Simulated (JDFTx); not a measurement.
# Os (P6_3/mmc) in JDFTx: further runs

One crystal, Os, is run at these levels: LDA; tasks: equation of state.

Program: JDFTx 1.7.0 (patched build). These are calculated values, not measurements. Logs are shortened: lines on timing, memory, paths and dates and some standing lists are left out, and cuts for length are marked. The log counts tension as positive stress, the text compression.

### 1 The structure

Symmetry: P6_3/mmc, No. 194, hexagonal system. The conventional cell has a = 2.734 Å, b = 2.734 Å, c = 4.320 Å, α = 90.00°, β = 90.00°, γ = 120.00°. Os (site symmetry -6m2) has 12 Os at 2.68 to 2.73 Å as nearest neighbours.

### 2 Equation of state, LDA, 13.14 Å³/atom (volume scaled by 0.94)

Os.in

```
lattice \
    5.0612277411    -2.5306138706     0.0000000000 \
    0.0000000000     4.3831517983     0.0000000000 \
    0.0000000000     0.0000000000     7.9964103265
coords-type Cartesian
ion Os     2.5306138708     1.4610505993     5.9973077449 1
ion Os    -0.0000000003     2.9221011990     1.9991025816 1

ion-species pseudo/Os.upf
elec-cutoff 37 296
elec-ex-corr lda-PW
kpoint-folding 11 11 6
elec-smearing Fermi 0.0018374661
elec-n-bands 23
electronic-SCF nIterations 100 energyDiffThreshold 1e-09
electronic-minimize nIterations 30 energyDiffThreshold 1e-7
forces-output-coords Cartesian

dump-name run.$VAR
dump End Ecomponents EigStats BandEigs Kpoints Forces Stress ElecDensity Dtot KEdensity
```

Potentials or basis: PseudoDojo-SR-LDA-0.4.1-standard.

On the command line:

```
jdftx -c 1 -i Os.in -o Os.out
```

What it wrote:

```text
*************** JDFTx 1.7.0 (patched build) ***************

Input parsed successfully to the following command list (including defaults):
[... the input with its defaults ...]

---------- Setting up symmetries ----------

Found 24 point-group symmetries of the bravais lattice
Found 24 space-group symmetries with basis
Applied RMS atom displacement 2.99189e-10 bohrs to make symmetries exact.

---------- Initializing the Grid ----------
R =
[      5.06123     -2.53061            0  ]
[            0      4.38315            0  ]
[            0            0      7.99641  ]
unit cell volume = 177.393
G =
[    1.24144   0.716743         -0  ]
[          0    1.43349          0  ]
[          0         -0   0.785751  ]
Minimum fftbox size, Smin = [  40  40  64  ]
Chosen fftbox size, S = [  40  40  64  ]

---------- Initializing tighter grid for wavefunction operations ----------
R =
[      5.06123     -2.53061            0  ]
[            0      4.38315            0  ]
[            0            0      7.99641  ]
unit cell volume = 177.393
G =
[    1.24144   0.716743         -0  ]
[          0    1.43349          0  ]
[          0         -0   0.785751  ]
Minimum fftbox size, Smin = [  28  28  44  ]
Chosen fftbox size, S = [  28  28  48  ]

---------- Exchange Correlation functional ----------
Initalized Slater LDA exchange.
Initalized Perdew-Wang LDA correlation.

---------- Setting up pseudopotentials ----------
Width of ionic core gaussian charges (only for fluid interactions / plotting) set to 0

Reading pseudopotential file 'pseudo/Os.upf':
  'Os' pseudopotential, 'SLA  PW   NOGX NOGC' functional
  Generated using ONCVPSP code by D. R. Hamann
  16 valence electrons, 4 orbitals, 8 projectors, 1001 radial grid points, with lMax = 3
    5S    l: 0   occupation:  2.0   eigenvalue: -3.374974
    5P    l: 1   occupation:  6.0   eigenvalue: -1.876224
    5D    l: 2   occupation:  6.0   eigenvalue: -0.237460
    6S    l: 0   occupation:  2.0   eigenvalue: -0.234422
  Core radius for overlap checks: 2.19 bohrs.

Initialized 1 species with 2 total atoms.

Folded 1 k-points by 11x11x6 to 726 k-points.

---------- Setting up k-points, bands, fillings ----------
Reduced to 64 k-points under symmetry.
Computing the number of bands and number of electrons
Calculating initial fillings.
nElectrons:  32.000000   nBands: 23   nStates: 64

----- Setting up reduced wavefunction bases (one per k-point) -----
average nbasis = 1906.759 , ideal nbasis = 1906.927

---------- Setting up ewald sum ----------
Optimum gaussian width for ewald sums = 1.997028 bohr.
Real space sum over 1521 unit cells with max indices [  6  6  4  ]
Reciprocal space sum over 2057 terms with max indices [  5  5  8  ]

---------- Allocating electronic variables ----------
Initializing wave functions:  linear combination of atomic orbitals
Note: number of bands (23) exceeds available atomic orbitals (20)
Os pseudo-atom occupations:   s ( 2 0 )  p ( 6 )  d ( 8 )
	FillingsUpdate:  mu: +1.029640629  nElectrons: 32.000000
LCAOMinimize: Iter:   0  F: -185.6801639476627486  |grad|_K:  1.789e-03  alpha:  1.000e+00
	FillingsUpdate:  mu: +1.056257546  nElectrons: 32.000000
LCAOMinimize: Iter:   1  F: -185.7251689058027182  |grad|_K:  6.600e-05  alpha:  8.024e-01  linmin:  2.408e-01  cgtest: -8.800e-01
	FillingsUpdate:  mu: +1.056268799  nElectrons: 32.000000
[... 5 lines of inner loops ...]
LCAOMinimize: Iter:   4  F: -185.7252250027864307  |grad|_K:  1.805e-07  alpha:  9.247e-01  linmin:  1.110e-04  cgtest:  9.015e-03
	FillingsUpdate:  mu: +1.055364830  nElectrons: 32.000000
LCAOMinimize: Iter:   5  F: -185.7252250032064467  |grad|_K:  8.204e-09  alpha:  7.690e-01  linmin:  3.375e-02  cgtest: -1.540e-01
LCAOMinimize: Converged (|Delta F|<1.000000e-06 for 2 iters).

-------- Electronic minimization -----------
Will mix electronic density at each iteration.
	FillingsUpdate:  mu: +1.055364830  nElectrons: 32.000000
	FillingsUpdate:  mu: +1.044226046  nElectrons: 32.000000
SCF: Cycle:  0   F: -185.821982936376855   dF: -9.676e-02   |Residual|: 1.311e-01   |deigs|: 9.441e-02
	FillingsUpdate:  mu: +1.028504905  nElectrons: 32.000000
SCF: Cycle:  1   F: -185.834012037559546   dF: -1.203e-02   |Residual|: 4.108e-02   |deigs|: 2.121e-02
	FillingsUpdate:  mu: +1.021987601  nElectrons: 32.000000
SCF: Cycle:  2   F: -185.835215145614569   dF: -1.203e-03   |Residual|: 8.804e-03   |deigs|: 8.491e-03
	FillingsUpdate:  mu: +1.023063119  nElectrons: 32.000000
SCF: Cycle:  3   F: -185.835214447197444   dF: +6.984e-07   |Residual|: 3.960e-03   |deigs|: 1.748e-03
	FillingsUpdate:  mu: +1.022468301  nElectrons: 32.000000
SCF: Cycle:  4   F: -185.835227435382023   dF: -1.299e-05   |Residual|: 4.279e-04   |deigs|: 9.712e-04
	FillingsUpdate:  mu: +1.022451765  nElectrons: 32.000000
SCF: Cycle:  5   F: -185.835227574111627   dF: -1.387e-07   |Residual|: 1.467e-04   |deigs|: 3.801e-04
	FillingsUpdate:  mu: +1.022432352  nElectrons: 32.000000
SCF: Cycle:  6   F: -185.835227594772732   dF: -2.066e-08   |Residual|: 2.683e-05   |deigs|: 1.007e-04
	FillingsUpdate:  mu: +1.022432295  nElectrons: 32.000000
SCF: Cycle:  7   F: -185.835227596492672   dF: -1.720e-09   |Residual|: 3.058e-05   |deigs|: 4.313e-05
	FillingsUpdate:  mu: +1.022435631  nElectrons: 32.000000
SCF: Cycle:  8   F: -185.835227597130825   dF: -6.382e-10   |Residual|: 5.578e-06   |deigs|: 2.847e-05
	FillingsUpdate:  mu: +1.022436562  nElectrons: 32.000000
SCF: Cycle:  9   F: -185.835227597210547   dF: -7.972e-11   |Residual|: 1.330e-06   |deigs|: 3.040e-05
SCF: Converged (|Delta E|<1.000000e-09 for 2 iters).

Setting wave functions to eigenvectors of Hamiltonian

# Stress tensor in Cartesian coordinates [Eh/a0^3]:
[  -0.00064465            0            0  ]
[            0  -0.00064465            0  ]
[            0            0 -0.000694817  ]

# Ionic positions in cartesian coordinates:
ion Os   2.530613870533333   1.461050599433333   5.997307744874999 1
ion Os  -0.000000000033333   2.922101198866667   1.999102581625000 1

# Forces in Cartesian coordinates:
force Os   0.000000000000000   0.000000000000000   0.000000000000000 1
force Os  -0.000000000000000   0.000000000000000   0.000000000000000 1

# Energy components:
   Eewald =     -165.7637127791680882
       EH =       21.3772275712578761
     Eloc =      -84.0304827864764121
      Enl =       10.8855733262933239
      Exc =      -41.2071112082603577
 Exc_core =       16.7150093904401338
       KE =       56.1887118040626632
-------------------------------------
     Etot =     -185.8347846818508629
       TS =        0.0004429153596848
-------------------------------------
        F =     -185.8352275972105474

IonicMinimize: Iter:   0  F: -185.835227597210547  |grad|_K:  6.986e-37
IonicMinimize: Converged (|grad|_K<1.000000e-04).

#--- Lowdin population analysis ---
# oxidation-state Os +0.173 +0.173

Dumping 'run.eigStats' ...
	eMin: -2.166370 at state 0 ( [ +0.000000 +0.000000 +0.000000 ] spin 0 )
	HOMO: +1.021896 at state 6 ( [ +0.000000 +0.090909 +0.333333 ] spin 0 )
	mu  : +1.022437
	LUMO: +1.024728 at state 38 ( [ +0.090909 +0.363636 +0.333333 ] spin 0 )
	eMax: +1.691626 at state 3 ( [ +0.000000 +0.000000 +0.500000 ] spin 0 )
	HOMO-LUMO gap: +0.002832
	Optical gap  : +0.012452 at state 26 ( [ +0.090909 +0.090909 +0.333333 ] spin 0 )
Done!
```

Wall time 79 s (1 thread of Arm Neoverse V2, shared host); peak memory 0.22 GiB.

What came out:

| Quantity | Value |
| --- | --- |
| Free energy | -5056.8342 eV |
| Pressure | 19.5 GPa |
| Band gap on the k mesh | none (metal or under the smearing width) |

### 3 Equation of state, LDA, 13.42 Å³/atom (volume scaled by 0.96)

Os.in

```
lattice \
    5.0968713645    -2.5484356823     0.0000000000 \
    0.0000000000     4.4140200815     0.0000000000 \
    0.0000000000     0.0000000000     8.0527249307
coords-type Cartesian
ion Os     2.5484356825     1.4713400270     6.0395436980 1
ion Os    -0.0000000003     2.9426800545     2.0131812327 1

ion-species pseudo/Os.upf
elec-cutoff 37 296
elec-ex-corr lda-PW
kpoint-folding 11 11 6
elec-smearing Fermi 0.0018374661
elec-n-bands 23
electronic-SCF nIterations 100 energyDiffThreshold 1e-09
electronic-minimize nIterations 30 energyDiffThreshold 1e-7
forces-output-coords Cartesian

dump-name run.$VAR
dump End Ecomponents EigStats BandEigs Kpoints Forces Stress
```

Potentials or basis: PseudoDojo-SR-LDA-0.4.1-standard.

On the command line:

```
jdftx -c 1 -i Os.in -o Os.out
```

Run time: 74 s. Hardware: 1 thread of Arm Neoverse V2, shared host; peak memory 0.22 GiB.

It converged, with:

```yaml
Free_energy: -5056.8829 eV
Pressure: 8.6 GPa
Band_gap_on_the_k_mesh: none (metal or under the smearing width)
```

### 4 Equation of state, LDA, 13.70 Å³/atom (volume scaled by 0.98)

Os.in

```
lattice \
    5.1320233123    -2.5660116561     0.0000000000 \
    0.0000000000     4.4444625612     0.0000000000 \
    0.0000000000     0.0000000000     8.1082627197
coords-type Cartesian
ion Os     2.5660116564     1.4814875203     6.0811970398 1
ion Os    -0.0000000002     2.9629750409     2.0270656799 1

ion-species pseudo/Os.upf
elec-cutoff 37 296
elec-ex-corr lda-PW
kpoint-folding 11 11 6
elec-smearing Fermi 0.0018374661
elec-n-bands 23
electronic-SCF nIterations 100 energyDiffThreshold 1e-09
electronic-minimize nIterations 30 energyDiffThreshold 1e-7
forces-output-coords Cartesian

dump-name run.$VAR
dump End Ecomponents EigStats BandEigs Kpoints Forces Stress
```

On the command line:

```
jdftx -c 1 -i Os.in -o Os.out
```

Run time: 81 s. Hardware: 1 thread of Arm Neoverse V2, shared host; peak memory 0.23 GiB.

The run converged. Its results:

| Item | Value |
| --- | --- |
| Free energy | -5056.8960 eV |
| Pressure | -1.0 GPa |
| Band gap on the k mesh | none (metal or under the smearing width) |

### 5 Equation of state, LDA, 13.98 Å³/atom

Os.in

```
lattice \
    5.1667001973    -2.5833500987     0.0000000000 \
    0.0000000000     4.4744936247     0.0000000000 \
    0.0000000000     0.0000000000     8.1630499405
coords-type Cartesian
ion Os     2.5833500989     1.4914978747     6.1222874554 1
ion Os    -0.0000000003     2.9829957499     2.0407624851 1

ion-species pseudo/Os.upf
elec-cutoff 37 296
elec-ex-corr lda-PW
kpoint-folding 11 11 6
elec-smearing Fermi 0.0018374661
elec-n-bands 23
electronic-SCF nIterations 100 energyDiffThreshold 1e-09
electronic-minimize nIterations 30 energyDiffThreshold 1e-7
forces-output-coords Cartesian

dump-name run.$VAR
dump End Ecomponents EigStats BandEigs Kpoints Forces Stress
```

On the command line:

```
jdftx -c 1 -i Os.in -o Os.out
```

Run time: 80 s. Hardware: 1 thread of Arm Neoverse V2, shared host; peak memory 0.23 GiB.

It converged, with:

```
Free energy            : -5056.8773 eV
Pressure               : -9.6 GPa
Band gap on the k mesh : none (metal or under the smearing width)
```

### 6 Equation of state, LDA, 14.26 Å³/atom (volume scaled by 1.02)

Os.in

```
lattice \
    5.2009177521    -2.6004588761     0.0000000000 \
    0.0000000000     4.5041268964     0.0000000000 \
    0.0000000000     0.0000000000     8.2171114495
coords-type Cartesian
ion Os     2.6004588763     1.5013756320     6.1628335871 1
ion Os    -0.0000000003     3.0027512644     2.0542778624 1

ion-species pseudo/Os.upf
elec-cutoff 37 296
elec-ex-corr lda-PW
kpoint-folding 11 11 6
elec-smearing Fermi 0.0018374661
elec-n-bands 23
electronic-SCF nIterations 100 energyDiffThreshold 1e-09
electronic-minimize nIterations 30 energyDiffThreshold 1e-7
forces-output-coords Cartesian

dump-name run.$VAR
dump End Ecomponents EigStats BandEigs Kpoints Forces Stress
```

Potentials or basis: PseudoDojo-SR-LDA-0.4.1-standard.

On the command line:

```
jdftx -c 1 -i Os.in -o Os.out
```

It took 84 s on 1 thread of Arm Neoverse V2, shared host; peak memory 0.24 GiB.

The run converged. Its results:

```
Free energy            : -5056.8304 eV
Pressure               : -17.2 GPa
Band gap on the k mesh : none (metal or under the smearing width)
```

### 7 Equation of state, LDA, 14.54 Å³/atom (volume scaled by 1.04)

Os.in

```
lattice \
    5.2346908917    -2.6173454458     0.0000000000 \
    0.0000000000     4.5333752931     0.0000000000 \
    0.0000000000     0.0000000000     8.2704708112
coords-type Cartesian
ion Os     2.6173454461     1.5111250976     6.2028531084 1
ion Os    -0.0000000003     3.0222501956     2.0676177028 1

ion-species pseudo/Os.upf
elec-cutoff 37 296
elec-ex-corr lda-PW
kpoint-folding 11 11 6
elec-smearing Fermi 0.0018374661
elec-n-bands 23
electronic-SCF nIterations 100 energyDiffThreshold 1e-09
electronic-minimize nIterations 30 energyDiffThreshold 1e-7
forces-output-coords Cartesian

dump-name run.$VAR
dump End Ecomponents EigStats BandEigs Kpoints Forces Stress
```

On the command line:

```
jdftx -c 1 -i Os.in -o Os.out
```

It took 87 s on 1 thread of Arm Neoverse V2, shared host; peak memory 0.24 GiB.

It converged, with:

```yaml
Free_energy: -5056.7585 eV
Pressure: -23.9 GPa
Band_gap_on_the_k_mesh: none (metal or under the smearing width)
```

### 8 Equation of state, LDA, 14.82 Å³/atom (volume scaled by 1.06)

Os.in

```
lattice \
    5.2680337708    -2.6340168854     0.0000000000 \
    0.0000000000     4.5622510735     0.0000000000 \
    0.0000000000     0.0000000000     8.3231503894
coords-type Cartesian
ion Os     2.6340168857     1.5207503577     6.2423627921 1
ion Os    -0.0000000003     3.0415007158     2.0807875974 1

ion-species pseudo/Os.upf
elec-cutoff 37 296
elec-ex-corr lda-PW
kpoint-folding 11 11 6
elec-smearing Fermi 0.0018374661
elec-n-bands 23
electronic-SCF nIterations 100 energyDiffThreshold 1e-09
electronic-minimize nIterations 30 energyDiffThreshold 1e-7
forces-output-coords Cartesian

dump-name run.$VAR
dump End Ecomponents EigStats BandEigs Kpoints Forces Stress
```

On the command line:

```
jdftx -c 1 -i Os.in -o Os.out
```

Wall time 78 s (1 thread of Arm Neoverse V2, shared host); peak memory 0.24 GiB.

It converged, with:

```
Free energy            : -5056.6644 eV
Pressure               : -29.9 GPa
Band gap on the k mesh : none (metal or under the smearing width)
```

### 9 Equation of state, LDA

Potentials or basis: PseudoDojo-SR-LDA-0.4.1-standard.

No new run: the results of the series are fitted here.

What came out:

| Item | Value |
| --- | --- |
| Equilibrium volume | 13.67 Å³/atom |
| Bulk modulus at fixed shape and positions | 449 GPa |
| Pressure derivative of the bulk modulus | 4.8 |

Energy against volume, from the lowest point:
| volume (Å³/atom) | energy (meV/atom) |
| --- | --- |
| 13.143 | 30.90 |
| 13.423 | 6.53 |
| 13.703 | 0.00 |
| 13.982 | 9.33 |
| 14.262 | 32.76 |
| 14.542 | 68.70 |
| 14.821 | 115.76 |

Caveat: the cell was scaled at fixed shape and fractional positions, which overstates the stiffness of a crystal with free parameters, most of all of layers and chains. The run has no spin-orbit coupling, so splittings on Os are missing.
